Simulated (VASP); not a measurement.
These are PBE GGA with D3 dispersion (zero damping), VASP's PBE PAW potentials (set 64) (plane waves; VASP) values and carry that method's errors.

VASP input:

### KPOINTS
```
Automatic mesh
0
Gamma
5 5 7
0 0 0
```

INCAR:
```
SYSTEM = MgF2
PREC = Accurate
ENCUT = 520
EDIFF = 1E-7
NELM = 100
ALGO = Normal
LREAL = .FALSE.
LASPH = .TRUE.
ISMEAR = 0
SIGMA = 0.05
GGA = PE
IVDW = 11
LWAVE = .FALSE.
LCHARG = .FALSE.
ISIF = 4
IBRION = 2
NSW = 30
EDIFFG = -0.01
```

### POSCAR
```
MgF2
1
    4.6991558547     0.0000000000     0.0000000000
    0.0000000000     4.6991558547     0.0000000000
    0.0000000000     0.0000000000     3.1030906698
Mg F
2 4
Direct
  0.0000000000   0.0000000000   0.0000000000
  0.5000000000   0.5000000000   0.5000000000
  0.3027603049   0.3027603049   0.0000000000
  0.8027603049   0.1972396951   0.5000000000
  0.1972396951   0.8027603049   0.5000000000
  0.6972396951   0.6972396951   0.0000000000
```

POTCAR, in this order: Mg F (PBE.64 set). Program: vasp_std.

Output of the run:

### OSZICAR
```
       N       E                     dE             d eps       ncg     rms          rms(c)
DAV:   1     0.196669450671E+03    0.19667E+03   -0.18347E+04  1008   0.150E+03
DAV:   2    -0.246130250564E+02   -0.22128E+03   -0.21245E+03  1284   0.332E+02
DAV:   3    -0.340866306281E+02   -0.94736E+01   -0.94517E+01  1120   0.721E+01
DAV:   4    -0.341499685090E+02   -0.63338E-01   -0.63318E-01  1072   0.678E+00
DAV:   5    -0.341503669238E+02   -0.39841E-03   -0.39840E-03  1112   0.549E-01    0.100E+01
DAV:   6    -0.314937932042E+02    0.26566E+01   -0.11417E+01  1080   0.257E+01    0.307E+00
DAV:   7    -0.315115342175E+02   -0.17741E-01   -0.11704E-01  1028   0.257E+00    0.191E+00
DAV:   8    -0.315396642521E+02   -0.28130E-01   -0.57957E-02  1076   0.279E+00    0.168E-01
DAV:   9    -0.315407780690E+02   -0.11138E-02   -0.32859E-03  1112   0.426E-01    0.751E-02
DAV:  10    -0.315410019158E+02   -0.22385E-03   -0.25201E-04  1068   0.137E-01    0.127E-02
DAV:  11    -0.315410037867E+02   -0.18709E-05   -0.27018E-05  1112   0.430E-02    0.841E-03
DAV:  12    -0.315410037950E+02   -0.82200E-08   -0.10040E-05  1080   0.257E-02    0.227E-03
DAV:  13    -0.315410037438E+02    0.51113E-07   -0.55632E-07  1112   0.613E-03
   1 F= -.32269357E+02 E0= -.32269357E+02  d E =-.322694E+02
       N       E                     dE             d eps       ncg     rms          rms(c)
DAV:   1    -0.315416784080E+02   -0.67461E-03   -0.27202E-01   960   0.485E+00    0.165E-01
DAV:   2    -0.315419437498E+02   -0.26534E-03   -0.55319E-03  1096   0.633E-01    0.911E-02
DAV:   3    -0.315418020183E+02    0.14173E-03   -0.10287E-04  1108   0.123E-01    0.313E-02
DAV:   4    -0.315417856934E+02    0.16325E-04   -0.47916E-05  1104   0.718E-02    0.596E-03
DAV:   5    -0.315417860118E+02   -0.31839E-06   -0.47010E-06  1048   0.178E-02    0.369E-03
DAV:   6    -0.315417860348E+02   -0.22998E-07   -0.21914E-07   692   0.544E-03
   2 F= -.32270098E+02 E0= -.32270098E+02  d E =-.740918E-03
       N       E                     dE             d eps       ncg     rms          rms(c)
DAV:   1    -0.315419719720E+02   -0.18596E-03   -0.28774E-01   960   0.499E+00    0.169E-01
DAV:   2    -0.315422522333E+02   -0.28026E-03   -0.58555E-03  1096   0.652E-01    0.938E-02
DAV:   3    -0.315421016198E+02    0.15061E-03   -0.10964E-04  1104   0.127E-01    0.322E-02
DAV:   4    -0.315420843363E+02    0.17283E-04   -0.51015E-05  1104   0.740E-02    0.616E-03
DAV:   5    -0.315420846744E+02   -0.33803E-06   -0.50013E-06  1044   0.184E-02    0.380E-03
DAV:   6    -0.315420847002E+02   -0.25797E-07   -0.23457E-07   716   0.562E-03
   3 F= -.32270356E+02 E0= -.32270356E+02  d E =-.999245E-03
```

OUTCAR:
```
------------------------ aborting loop because EDIFF is reached ----------------------------------------
 Edisp (eV)   -0.72827
  FORCE on cell =-STRESS in cart. coord.  units (eV):
  Direction    XX          YY          ZZ          XY          YZ          ZX
  --------------------------------------------------------------------------------------
  Total      -1.13869    -1.13869    -1.15277     0.00000     0.00000     0.00000
  in kB     -26.62447   -26.62447   -26.95368     0.00000     0.00000     0.00000
  external pressure =      -26.73 kB  Pullay stress =        0.00 kB
  volume of cell :       68.52
      direct lattice vectors                 reciprocal lattice vectors
     4.705781937 -0.000000000  0.000000000     0.212504535  0.000000000  0.000000000
    -0.000000000  4.705781937  0.000000000     0.000000000  0.212504535  0.000000000
     0.000000000  0.000000000  3.094358069     0.000000000  0.000000000  0.323168805
 POSITION                                       TOTAL-FORCE (eV/Angst)
 -----------------------------------------------------------------------------------
      0.00000      0.00000      0.00000         0.000000     -0.000000      0.000000
      2.35289      2.35289      1.54718         0.000000     -0.000000      0.000000
      1.42866      1.42866      0.00000        -0.001093     -0.001093      0.000000
      3.78155      0.92423      1.54718        -0.001093      0.001093      0.000000
      0.92423      3.78155      1.54718         0.001093     -0.001093      0.000000
      3.27712      3.27712      0.00000         0.001093      0.001093      0.000000
 -----------------------------------------------------------------------------------
    total drift:                                0.000000      0.000000     -0.000000
  FREE ENERGIE OF THE ION-ELECTRON SYSTEM (eV)
  ---------------------------------------------------
  free  energy   TOTEN  =       -32.2703563905 eV

  energy  without entropy=      -32.2703563905  energy(sigma->0) =      -32.27035639

 reached required accuracy - stopping structural energy minimisation
```
(Selected blocks of OUTCAR.)

CONTCAR:
```
MgF2
   1.00000000000000
     4.7057819368387932   -0.0000000000000000    0.0000000000000000
    -0.0000000000000000    4.7057819368387932    0.0000000000000000
     0.0000000000000000    0.0000000000000000    3.0943580689214421
  Mg              F
     2     4
Direct
     0.0000000000000000    0.0000000000000000    0.0000000000000000
     0.5000000000000000    0.5000000000000000    0.5000000000000000
     0.3035961628224513    0.3035961628224513    0.0000000000000000
     0.8035961628224513    0.1964038371775487    0.5000000000000000
     0.1964038371775487    0.8035961628224513    0.5000000000000000
     0.6964038371775487    0.6964038371775487    0.0000000000000000
```

### OUTCAR
```
 val. band max:       -1.4988341522   @ k =   0.0000   0.0000   0.0000

 cond. band min:       5.2715742783   @ k =   0.0000   0.0000   0.0000


 Fermi energy:        -1.2629728086

 k-point     1 :       0.0000    0.0000    0.0000
  band No.  band energies     occupation
      1     -22.0732      2.00000
      2     -21.3571      2.00000
      3     -21.3571      2.00000
      4     -21.2787      2.00000
      5      -5.3959      2.00000
      6      -3.8041      2.00000
      7      -3.4902      2.00000
      8      -3.4902      2.00000
      9      -3.3058      2.00000
     10      -3.2887      2.00000
     11      -2.6632      2.00000
     12      -2.6632      2.00000
     13      -2.2173      2.00000
     14      -1.8125      2.00000
     15      -1.8125      2.00000
     16      -1.4988      2.00000
     17       5.2716      0.00000
     18      10.4333      0.00000
     19      10.4333      0.00000
     20      11.9041      0.00000

 k-point     2 :       0.2000    0.0000    0.0000
  band No.  band energies     occupation
      1     -22.0160      2.00000
      2     -21.4627      2.00000
      3     -21.3410      2.00000
      4     -21.2525      2.00000
      5      -5.2573      2.00000
      6      -3.9115      2.00000
      7      -3.7611      2.00000
      8      -3.2849      2.00000
      9      -3.2490      2.00000
     10      -2.9737      2.00000
     11      -2.7301      2.00000
     12      -2.6209      2.00000
     13      -2.2596      2.00000
     14      -2.1301      2.00000
     15      -1.8380      2.00000
     16      -1.5890      2.00000
     17       5.7491      0.00000
     18       9.7055      0.00000
     19      10.6810      0.00000
     20      12.0389      0.00000

 k-point     3 :       0.4000    0.0000    0.0000
  band No.  band energies     occupation
      1     -21.8619      2.00000
      2     -21.6566      2.00000
      3     -21.3019      2.00000
      4     -21.2622      2.00000
      5      -4.9017      2.00000
...
```

The compound is MgF2 in the rutile structure. This cell is one point of a volume scan, at 1.03 of the reference volume. Symmetry was kept, so distortions that lower it aren't found.
